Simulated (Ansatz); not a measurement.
# Si3N4 (P6_3/m): the host for defect calculations, part 2 of 2

Aim: the runs on the perfect crystal Si3N4 (P6_3/m) that a defect calculation needs first.

Ansatz 0.2.0; plane-wave PAW DFT, PBEsol; relaxation of the host's cell and atoms; PAW set soft_1 (the session's first sound run).

So far. Step 3 (Dielectric tensors of the host): The principal values of the electronic dielectric tensor are 4.29, 4.29 and 4.37. The principal values of the static dielectric tensor are 8.25, 8.29 and 8.29.

## Step 4: Defect free supercell relaxed in its symmetry

This cell, the one that will hold the defects, is built from the relaxed host. Its coarser k-points can move the atoms a little, so it is relaxed from the symmetric sites, as the reference for the test of stability.

This step: plane-wave PAW DFT, PBEsol; relaxation of the defect-free supercell in its symmetry; PAW set soft_1 (Ansatz 0.2.0).

System of this step: Si3N4 (P6_3/m). The cell holds 210 atoms: 90 Si and 120 N. Cell: a = 13.206 Å, b = 13.206 Å, c = 14.551 Å, α = 90.0°, β = 90.0°, γ = 120.0°.

pristine.symmetric/input.yaml reads:

```yaml
crystal:
  lattice:
    - [11.4366837151, 6.6029724215, 0.0]
    - [-11.4366837151, 6.6029724215, 0.0]
    - [0.0, 0.0, 14.5512817439]
  atoms:
    - { symbol: Si, position: [0.0195005204, 0.8065554759, 0.15] }
    - { symbol: Si, position: [0.3528338538, 0.4732221425, 0.15] }
    - { symbol: Si, position: [0.6861671871, 0.1398888092, 0.15] }
    - { symbol: Si, position: [0.2129450446, 0.0195005204, 0.05] }
    - { symbol: Si, position: [0.5462783779, 0.6861671871, 0.05] }
    - { symbol: Si, position: [0.8796117112, 0.3528338538, 0.05] }
    - { symbol: Si, position: [0.1398888092, 0.4537216221, 0.05] }
    - { symbol: Si, position: [0.4732221425, 0.1203882888, 0.05] }
    - { symbol: Si, position: [0.8065554759, 0.7870549554, 0.05] }
    - { symbol: Si, position: [0.1934445241, 0.2129450446, 0.15] }
    - { symbol: Si, position: [0.5267778575, 0.8796117112, 0.15] }
    - { symbol: Si, position: [0.8601111908, 0.5462783779, 0.15] }
    - { symbol: Si, position: [0.1203882888, 0.6471661462, 0.15] }
    - { symbol: Si, position: [0.4537216221, 0.3138328129, 0.15] }
    - { symbol: Si, position: [0.7870549554, 0.9804994796, 0.15] }
    - { symbol: Si, position: [0.3138328129, 0.8601111908, 0.05] }
    - { symbol: Si, position: [0.6471661462, 0.5267778575, 0.05] }
    - { symbol: Si, position: [0.9804994796, 0.1934445241, 0.05] }
    - { symbol: "N", position: [0.0, 0.6666666667, 0.15] }
    - { symbol: "N", position: [0.3333333333, 0.3333333334, 0.15] }
    - { symbol: "N", position: [0.6666666667, 0.0, 0.15] }
    - { symbol: "N", position: [0.0, 0.3333333333, 0.05] }
    - { symbol: "N", position: [0.3333333333, 0.0, 0.05] }
    - { symbol: "N", position: [0.6666666667, 0.6666666666, 0.05] }
    - { symbol: "N", position: [0.213458444, 0.4565327152, 0.15] }
    - { symbol: "N", position: [0.5467917774, 0.1231993818, 0.15] }
    - { symbol: "N", position: [0.8801251107, 0.7898660485, 0.15] }
    - { symbol: "N", position: [0.0902590622, 0.8801251107, 0.05] }
    - { symbol: "N", position: [0.4235923955, 0.5467917774, 0.05] }
    - { symbol: "N", position: [0.7569257289, 0.213458444, 0.05] }
    - { symbol: "N", position: [0.1231993818, 0.5764076045, 0.05] }
    - { symbol: "N", position: [0.4565327152, 0.2430742711, 0.05] }
    - { symbol: "N", position: [0.7898660485, 0.9097409378, 0.05] }
    - { symbol: "N", position: [0.2101339515, 0.0902590622, 0.15] }
    - { symbol: "N", position: [0.5434672848, 0.7569257289, 0.15] }
    - { symbol: "N", position: [0.8768006182, 0.4235923955, 0.15] }
    - { symbol: "N", position: [0.1198748893, 0.2101339515, 0.05] }
    - { symbol: "N", position: [0.4532082226, 0.8768006182, 0.05] }
    - { symbol: "N", position: [0.786541556, 0.5434672848, 0.05] }
    - { symbol: "N", position: [0.2430742711, 0.786541556, 0.15] }
    - { symbol: "N", position: [0.5764076045, 0.4532082226, 0.15] }
    - { symbol: "N", position: [0.9097409378, 0.1198748893, 0.15] }
    - { symbol: Si, position: [0.0195005204, 0.8065554759, 0.35] }
    - { symbol: Si, position: [0.3528338538, 0.4732221425, 0.35] }
    - { symbol: Si, position: [0.6861671871, 0.1398888092, 0.35] }
    - { symbol: Si, position: [0.2129450446, 0.0195005204, 0.25] }
    - { symbol: Si, position: [0.5462783779, 0.6861671871, 0.25] }
    - { symbol: Si, position: [0.8796117112, 0.3528338538, 0.25] }
    - { symbol: Si, position: [0.1398888092, 0.4537216221, 0.25] }
    - { symbol: Si, position: [0.4732221425, 0.1203882888, 0.25] }
    - { symbol: Si, position: [0.8065554759, 0.7870549554, 0.25] }
    - { symbol: Si, position: [0.1934445241, 0.2129450446, 0.35] }
    - { symbol: Si, position: [0.5267778575, 0.8796117112, 0.35] }
    - { symbol: Si, position: [0.8601111908, 0.5462783779, 0.35] }
    - { symbol: Si, position: [0.1203882888, 0.6471661462, 0.35] }
    - { symbol: Si, position: [0.4537216221, 0.3138328129, 0.35] }
    - { symbol: Si, position: [0.7870549554, 0.9804994796, 0.35] }
    - { symbol: Si, position: [0.3138328129, 0.8601111908, 0.25] }
    - { symbol: Si, position: [0.6471661462, 0.5267778575, 0.25] }
    - { symbol: Si, position: [0.9804994796, 0.1934445241, 0.25] }
    - { symbol: "N", position: [0.0, 0.6666666667, 0.35] }
    - { symbol: "N", position: [0.3333333333, 0.3333333334, 0.35] }
    - { symbol: "N", position: [0.6666666667, 0.0, 0.35] }
    - { symbol: "N", position: [0.0, 0.3333333333, 0.25] }
    - { symbol: "N", position: [0.3333333333, 0.0, 0.25] }
    - { symbol: "N", position: [0.6666666667, 0.6666666666, 0.25] }
    - { symbol: "N", position: [0.213458444, 0.4565327152, 0.35] }
    - { symbol: "N", position: [0.5467917774, 0.1231993818, 0.35] }
    - { symbol: "N", position: [0.8801251107, 0.7898660485, 0.35] }
    - { symbol: "N", position: [0.0902590622, 0.8801251107, 0.25] }
    - { symbol: "N", position: [0.4235923955, 0.5467917774, 0.25] }
    - { symbol: "N", position: [0.7569257289, 0.213458444, 0.25] }
    - { symbol: "N", position: [0.1231993818, 0.5764076045, 0.25] }
    - { symbol: "N", position: [0.4565327152, 0.2430742711, 0.25] }
    - { symbol: "N", position: [0.7898660485, 0.9097409378, 0.25] }
    - { symbol: "N", position: [0.2101339515, 0.0902590622, 0.35] }
    - { symbol: "N", position: [0.5434672848, 0.7569257289, 0.35] }
    - { symbol: "N", position: [0.8768006182, 0.4235923955, 0.35] }
    - { symbol: "N", position: [0.1198748893, 0.2101339515, 0.25] }
    - { symbol: "N", position: [0.4532082226, 0.8768006182, 0.25] }
    - { symbol: "N", position: [0.786541556, 0.5434672848, 0.25] }
    - { symbol: "N", position: [0.2430742711, 0.786541556, 0.35] }
    - { symbol: "N", position: [0.5764076045, 0.4532082226, 0.35] }
    - { symbol: "N", position: [0.9097409378, 0.1198748893, 0.35] }
    - { symbol: Si, position: [0.0195005204, 0.8065554759, 0.55] }
    - { symbol: Si, position: [0.3528338538, 0.4732221425, 0.55] }
    - { symbol: Si, position: [0.6861671871, 0.1398888092, 0.55] }
    - { symbol: Si, position: [0.2129450446, 0.0195005204, 0.45] }
    - { symbol: Si, position: [0.5462783779, 0.6861671871, 0.45] }
    - { symbol: Si, position: [0.8796117112, 0.3528338538, 0.45] }
    - { symbol: Si, position: [0.1398888092, 0.4537216221, 0.45] }
    - { symbol: Si, position: [0.4732221425, 0.1203882888, 0.45] }
    - { symbol: Si, position: [0.8065554759, 0.7870549554, 0.45] }
    - { symbol: Si, position: [0.1934445241, 0.2129450446, 0.55] }
    - { symbol: Si, position: [0.5267778575, 0.8796117112, 0.55] }
    - { symbol: Si, position: [0.8601111908, 0.5462783779, 0.55] }
    - { symbol: Si, position: [0.1203882888, 0.6471661462, 0.55] }
    - { symbol: Si, position: [0.4537216221, 0.3138328129, 0.55] }
    - { symbol: Si, position: [0.7870549554, 0.9804994796, 0.55] }
    - { symbol: Si, position: [0.3138328129, 0.8601111908, 0.45] }
    - { symbol: Si, position: [0.6471661462, 0.5267778575, 0.45] }
    - { symbol: Si, position: [0.9804994796, 0.1934445241, 0.45] }
    - { symbol: "N", position: [0.0, 0.6666666667, 0.55] }
    - { symbol: "N", position: [0.3333333333, 0.3333333334, 0.55] }
    - { symbol: "N", position: [0.6666666667, 0.0, 0.55] }
    - { symbol: "N", position: [0.0, 0.3333333333, 0.45] }
    - { symbol: "N", position: [0.3333333333, 0.0, 0.45] }
    - { symbol: "N", position: [0.6666666667, 0.6666666666, 0.45] }
    - { symbol: "N", position: [0.213458444, 0.4565327152, 0.55] }
    - { symbol: "N", position: [0.5467917774, 0.1231993818, 0.55] }
    - { symbol: "N", position: [0.8801251107, 0.7898660485, 0.55] }
    - { symbol: "N", position: [0.0902590622, 0.8801251107, 0.45] }
    - { symbol: "N", position: [0.4235923955, 0.5467917774, 0.45] }
    - { symbol: "N", position: [0.7569257289, 0.213458444, 0.45] }
    - { symbol: "N", position: [0.1231993818, 0.5764076045, 0.45] }
    - { symbol: "N", position: [0.4565327152, 0.2430742711, 0.45] }
    - { symbol: "N", position: [0.7898660485, 0.9097409378, 0.45] }
    - { symbol: "N", position: [0.2101339515, 0.0902590622, 0.55] }
    - { symbol: "N", position: [0.5434672848, 0.7569257289, 0.55] }
    - { symbol: "N", position: [0.8768006182, 0.4235923955, 0.55] }
    - { symbol: "N", position: [0.1198748893, 0.2101339515, 0.45] }
    - { symbol: "N", position: [0.4532082226, 0.8768006182, 0.45] }
    - { symbol: "N", position: [0.786541556, 0.5434672848, 0.45] }
    - { symbol: "N", position: [0.2430742711, 0.786541556, 0.55] }
    - { symbol: "N", position: [0.5764076045, 0.4532082226, 0.55] }
    - { symbol: "N", position: [0.9097409378, 0.1198748893, 0.55] }
    - { symbol: Si, position: [0.0195005204, 0.8065554759, 0.75] }
    - { symbol: Si, position: [0.3528338538, 0.4732221425, 0.75] }
    - { symbol: Si, position: [0.6861671871, 0.1398888092, 0.75] }
    - { symbol: Si, position: [0.2129450446, 0.0195005204, 0.65] }
    - { symbol: Si, position: [0.5462783779, 0.6861671871, 0.65] }
    - { symbol: Si, position: [0.8796117112, 0.3528338538, 0.65] }
    - { symbol: Si, position: [0.1398888092, 0.4537216221, 0.65] }
    - { symbol: Si, position: [0.4732221425, 0.1203882888, 0.65] }
    - { symbol: Si, position: [0.8065554759, 0.7870549554, 0.65] }
    - { symbol: Si, position: [0.1934445241, 0.2129450446, 0.75] }
    - { symbol: Si, position: [0.5267778575, 0.8796117112, 0.75] }
    - { symbol: Si, position: [0.8601111908, 0.5462783779, 0.75] }
    - { symbol: Si, position: [0.1203882888, 0.6471661462, 0.75] }
    - { symbol: Si, position: [0.4537216221, 0.3138328129, 0.75] }
    - { symbol: Si, position: [0.7870549554, 0.9804994796, 0.75] }
    - { symbol: Si, position: [0.3138328129, 0.8601111908, 0.65] }
    - { symbol: Si, position: [0.6471661462, 0.5267778575, 0.65] }
    - { symbol: Si, position: [0.9804994796, 0.1934445241, 0.65] }
    - { symbol: "N", position: [0.0, 0.6666666667, 0.75] }
    - { symbol: "N", position: [0.3333333333, 0.3333333334, 0.75] }
    - { symbol: "N", position: [0.6666666667, 0.0, 0.75] }
    - { symbol: "N", position: [0.0, 0.3333333333, 0.65] }
    - { symbol: "N", position: [0.3333333333, 0.0, 0.65] }
    - { symbol: "N", position: [0.6666666667, 0.6666666666, 0.65] }
    - { symbol: "N", position: [0.213458444, 0.4565327152, 0.75] }
    - { symbol: "N", position: [0.5467917774, 0.1231993818, 0.75] }
    - { symbol: "N", position: [0.8801251107, 0.7898660485, 0.75] }
    - { symbol: "N", position: [0.0902590622, 0.8801251107, 0.65] }
    - { symbol: "N", position: [0.4235923955, 0.5467917774, 0.65] }
    - { symbol: "N", position: [0.7569257289, 0.213458444, 0.65] }
    - { symbol: "N", position: [0.1231993818, 0.5764076045, 0.65] }
    - { symbol: "N", position: [0.4565327152, 0.2430742711, 0.65] }
    - { symbol: "N", position: [0.7898660485, 0.9097409378, 0.65] }
    - { symbol: "N", position: [0.2101339515, 0.0902590622, 0.75] }
    - { symbol: "N", position: [0.5434672848, 0.7569257289, 0.75] }
    - { symbol: "N", position: [0.8768006182, 0.4235923955, 0.75] }
    - { symbol: "N", position: [0.1198748893, 0.2101339515, 0.65] }
    - { symbol: "N", position: [0.4532082226, 0.8768006182, 0.65] }
    - { symbol: "N", position: [0.786541556, 0.5434672848, 0.65] }
    - { symbol: "N", position: [0.2430742711, 0.786541556, 0.75] }
    - { symbol: "N", position: [0.5764076045, 0.4532082226, 0.75] }
    - { symbol: "N", position: [0.9097409378, 0.1198748893, 0.75] }
    - { symbol: Si, position: [0.0195005204, 0.8065554759, 0.95] }
    - { symbol: Si, position: [0.3528338538, 0.4732221425, 0.95] }
    - { symbol: Si, position: [0.6861671871, 0.1398888092, 0.95] }
    - { symbol: Si, position: [0.2129450446, 0.0195005204, 0.85] }
    - { symbol: Si, position: [0.5462783779, 0.6861671871, 0.85] }
    - { symbol: Si, position: [0.8796117112, 0.3528338538, 0.85] }
    - { symbol: Si, position: [0.1398888092, 0.4537216221, 0.85] }
    - { symbol: Si, position: [0.4732221425, 0.1203882888, 0.85] }
    - { symbol: Si, position: [0.8065554759, 0.7870549554, 0.85] }
    - { symbol: Si, position: [0.1934445241, 0.2129450446, 0.95] }
    - { symbol: Si, position: [0.5267778575, 0.8796117112, 0.95] }
    - { symbol: Si, position: [0.8601111908, 0.5462783779, 0.95] }
    - { symbol: Si, position: [0.1203882888, 0.6471661462, 0.95] }
    - { symbol: Si, position: [0.4537216221, 0.3138328129, 0.95] }
    - { symbol: Si, position: [0.7870549554, 0.9804994796, 0.95] }
    - { symbol: Si, position: [0.3138328129, 0.8601111908, 0.85] }
    - { symbol: Si, position: [0.6471661462, 0.5267778575, 0.85] }
    - { symbol: Si, position: [0.9804994796, 0.1934445241, 0.85] }
    - { symbol: "N", position: [0.0, 0.6666666667, 0.95] }
    - { symbol: "N", position: [0.3333333333, 0.3333333334, 0.95] }
    - { symbol: "N", position: [0.6666666667, 0.0, 0.95] }
    - { symbol: "N", position: [0.0, 0.3333333333, 0.85] }
    - { symbol: "N", position: [0.3333333333, 0.0, 0.85] }
    - { symbol: "N", position: [0.6666666667, 0.6666666666, 0.85] }
    - { symbol: "N", position: [0.213458444, 0.4565327152, 0.95] }
    - { symbol: "N", position: [0.5467917774, 0.1231993818, 0.95] }
    - { symbol: "N", position: [0.8801251107, 0.7898660485, 0.95] }
    - { symbol: "N", position: [0.0902590622, 0.8801251107, 0.85] }
    - { symbol: "N", position: [0.4235923955, 0.5467917774, 0.85] }
    - { symbol: "N", position: [0.7569257289, 0.213458444, 0.85] }
    - { symbol: "N", position: [0.1231993818, 0.5764076045, 0.85] }
    - { symbol: "N", position: [0.4565327152, 0.2430742711, 0.85] }
    - { symbol: "N", position: [0.7898660485, 0.9097409378, 0.85] }
    - { symbol: "N", position: [0.2101339515, 0.0902590622, 0.95] }
    - { symbol: "N", position: [0.5434672848, 0.7569257289, 0.95] }
    - { symbol: "N", position: [0.8768006182, 0.4235923955, 0.95] }
    - { symbol: "N", position: [0.1198748893, 0.2101339515, 0.85] }
    - { symbol: "N", position: [0.4532082226, 0.8768006182, 0.85] }
    - { symbol: "N", position: [0.786541556, 0.5434672848, 0.85] }
    - { symbol: "N", position: [0.2430742711, 0.786541556, 0.95] }
    - { symbol: "N", position: [0.5764076045, 0.4532082226, 0.95] }
    - { symbol: "N", position: [0.9097409378, 0.1198748893, 0.95] }
basis:
  ecutwfc: 420
  xc_grid: 2
hamiltonian:
  xc: pbesol
  pseudopotentials: { kind: paw, azcp: { folder: soft_1 }, xc_functional: pbe }
kpoints:
  mp_grid: { grid: [1, 1, 1] }
scf:
  occupations: { method: fermi_dirac, width: 0.01 }
  max_iter: 100
  lower_state_search: "off"
output:
  forces: true
relax:
  f_tol: 0.015
  max_steps: 60
  escape_saddle: false
checkpoint:
  write: "../pristine.symmetric.run"
  compress: false
  write_wavefunctions: false
  write_every: 100000
```

Run with:

```
$ ansatz run input.yaml --threads 32 --pin off --max-ram 84787MiB --backend cuda --events-out ev --progress --plain --runs-dir out --max-vram 78GiB
```

The job ended after 2.1 s (1 × NVIDIA GB200 with 32 threads of Arm Neoverse V2, shared host; peak memory 1.2 GiB; 6.5 s of CPU time).

Hardly anything moved in the relaxation; the energy changed by under 0.2 meV an atom.

## Step 5: Defect free supercell relaxed from displaced atoms

This step: plane-wave PAW DFT, PBEsol; relaxation of the defect-free supercell from random displacements, a test of the host's stability; PAW set soft_1 (Ansatz 0.2.0).

pristine.rattled/input.yaml, as its differences from pristine.symmetric/input.yaml of step 4:

```diff
@@ -232,6 +232,6 @@
   f_tol: 0.015
-  max_steps: 60
-  escape_saddle: false
+  max_steps: 120
+  random_displacement: { amplitude: 0.06, seed: 2489 }
 checkpoint:
-  write: "../pristine.symmetric.run"
+  write: "../pristine.rattled.run"
   compress: false
```

Run time: 5.2 s. Hardware: 1 × NVIDIA GB200 with 32 threads; peak memory 1.3 GiB; 19 s of CPU time.

The steps of the relaxation:

| step | energy less that of the first step (eV) | largest force component (eV/Å) |
| --- | --- | --- |
| 1 | 0.0000 | 4.1057 |
| 2 | -7.4582 | 2.3965 |
| 3 | -11.6866 | 0.0649 |
| 4 | -11.6912 | 0.0030 |
| 5 | -11.6912 | 0.0030 |

The relaxation ends 56 meV an atom lower than the displaced start, with a largest force component of 0.0030 eV/Å.

## Step 6: Host on a dense mesh

This step: plane-wave PAW DFT, PBEsol; single point of the defect-free host, a test of the k-point sampling; PAW set soft_1 (Ansatz 0.2.0).

System of this step: Si3N4 (P6_3/m). It takes space group P6_3/m (No. 176, hexagonal). Conventional cell: a = 7.624 Å, b = 7.624 Å, c = 2.910 Å, α = 90.00°, β = 90.00°, γ = 120.00°. Nearest to Si lie 4 N at 1.73 to 1.74 Å. N has 3 Si at 1.73 Å nearest. Nearest to N lie 3 Si at 1.74 Å. Farther neighbours and most contacts between anions are not listed.

dense/input.yaml reads:

```yaml
crystal:
  lattice:
    - [7.62445581, 0.0, 0.0]
    - [-3.812227905, 6.6029724215, 0.0]
    - [0.0, 0.0, 2.9102563488]
  atoms:
    - { symbol: Si, position: [0.232445565, 0.8260559962, 0.75] }
    - { symbol: Si, position: [0.4063895688, 0.232445565, 0.25] }
    - { symbol: Si, position: [0.8260559962, 0.5936104312, 0.25] }
    - { symbol: Si, position: [0.1739440038, 0.4063895688, 0.75] }
    - { symbol: Si, position: [0.5936104312, 0.767554435, 0.75] }
    - { symbol: Si, position: [0.767554435, 0.1739440038, 0.25] }
    - { symbol: "N", position: [0.3333333333, 0.6666666667, 0.75] }
    - { symbol: "N", position: [0.6666666667, 0.3333333333, 0.25] }
    - { symbol: "N", position: [0.9703841729, 0.6699911592, 0.75] }
    - { symbol: "N", position: [0.3003930137, 0.9703841729, 0.25] }
    - { symbol: "N", position: [0.6699911592, 0.6996069863, 0.25] }
    - { symbol: "N", position: [0.3300088408, 0.3003930137, 0.75] }
    - { symbol: "N", position: [0.0296158271, 0.3300088408, 0.25] }
    - { symbol: "N", position: [0.6996069863, 0.0296158271, 0.75] }
basis:
  ecutwfc: 420
  xc_grid: 2
hamiltonian:
  xc: pbesol
  pseudopotentials: { kind: paw, azcp: { folder: soft_1 }, xc_functional: pbe }
kpoints:
  mp_grid: { grid: [4, 4, 9] }
scf:
  occupations: { method: fermi_dirac, width: 0.01 }
  max_iter: 100
  lower_state_search: "off"
checkpoint:
  write: "../dense.run"
  compress: false
  write_wavefunctions: false
  write_every: 100000
```

Wall time 1 s (1 × NVIDIA GB200 with 32 threads); peak memory 1.1 GiB.

## Step 7: Defect free supercell at the zone centre

The supercell is run at the zone centre, to see how far that sampling misses the dense mesh.

System of this step: Si3N4 (P6_3/m). The cell holds 210 atoms: 90 Si and 120 N. Its edges and angles: a = 13.206 Å, b = 13.206 Å, c = 14.551 Å, α = 90.0°, β = 90.0°, γ = 120.0°.

pristine.sampling_gamma/input.yaml, as its differences from pristine.rattled/input.yaml of step 5:

```diff
@@ -228,10 +228,4 @@
   lower_state_search: "off"
-output:
-  forces: true
-relax:
-  f_tol: 0.015
-  max_steps: 120
-  random_displacement: { amplitude: 0.06, seed: 2489 }
 checkpoint:
-  write: "../pristine.rattled.run"
+  write: "../pristine.sampling_gamma.run"
   compress: false
```

Run time: 1.4 s. Hardware: 1 × NVIDIA GB200 with 32 threads; peak memory 1.2 GiB.

## Step 8: Outcome

| Item | Value |
| --- | --- |
| primitive cell vectors, lengths | 7.624, 7.624, 2.910 Å |
| electronic dielectric constant | principal values (4.29, 4.29, 4.37) |
| static dielectric constant | principal values (8.25, 8.29, 8.29) |
| gap on the k-mesh of the response run (PBEsol) | 4.20 eV |
| supercell relaxed in its symmetry less the displaced and relaxed one | 0.000 eV |
| energy an atom at the zone centre alone less that on the dense mesh | 0.001 eV |

Step 5: The energy fell by 11.691 eV from the randomly displaced start; the atoms end within 0.005 Å of the sites as typed, once the mean shift is taken out. The displaced cell ends within 0.01 eV of the symmetric one relaxed in its symmetry, so no lower structure shows in this supercell. The k-mesh can miss the band edges, so this gap is an upper bound at this level. All at zero temperature.

[Logs are printed without paths, hosts, clocks, repeated set-up lines and the standing remarks that a program may print on its own settings, such as how far it seeks lower states.]

[Hosts, paths, dates, database ids (printed as entryN), source tags and the programs' standing remarks are cut or masked in the printed files.]

[Runs of the host that timed out are not shown.]

[For some hosts the program warned that the k-mesh of the response run may be too coarse for force constants and the static dielectric constant; such warnings are not always shown.]
